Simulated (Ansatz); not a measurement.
## What a change of settings does to a run on Sc

The cell is COD entry 9008483, as deposited and not checked against the literature; nothing was relaxed. The listed cell was then made from it by scaling, straining or moving an atom.

First run: DFT, PBE, PAW with Ansatz's default frozen-core files, scalar-relativistic (Ansatz 0.2.0).

Command: `ansatz run input.yaml --threads 1 --pin off --max-ram 2048MiB --backend cpu --events-out ev --progress --plain --runs-dir out` The run took about 1.9 s on 1 thread of a shared machine.

```yaml
crystal:
  lattice:
    - [0.0, 2.3077279282, 2.3077279282]
    - [2.3077279282, 0.0, 2.3077279282]
    - [2.3077279282, 2.3077279282, 0.0]
  atoms:
    - { symbol: Sc, position: [0.0, 0.0, 0.0] }
kpoints:
  mp_grid: { grid: [12, 12, 12] }
scf:
  occupations: { method: fermi_dirac, width: 0.03 }
hamiltonian:
  xc: pbe
  pseudopotentials: { kind: paw }
output:
  forces: true
  stress: true
  eigenvalues: true
  efg: { contact_densities: true }
```

Result: converged; pressure 0.16 GPa; 6 SCF iterations.

Spin polarisation is left out, and whether a magnetic state lies lower isn't shown here.

The input is then changed:

```diff
@@ -10,7 +10,9 @@
 scf:
   occupations: { method: fermi_dirac, width: 0.03 }
+  n_extra_bands: 2
 hamiltonian:
-  xc: pbe
+  xc: r2scan
   pseudopotentials: { kind: paw }
+  hubbard: { sites: [{ species: Sc, l: d, u_eff: 4.0 }], double_counting: fll }
 output:
   forces: true
```

(1) What does the second run give?

Answers

(1) It converged; pressure 8.79 GPa; 6 SCF iterations.
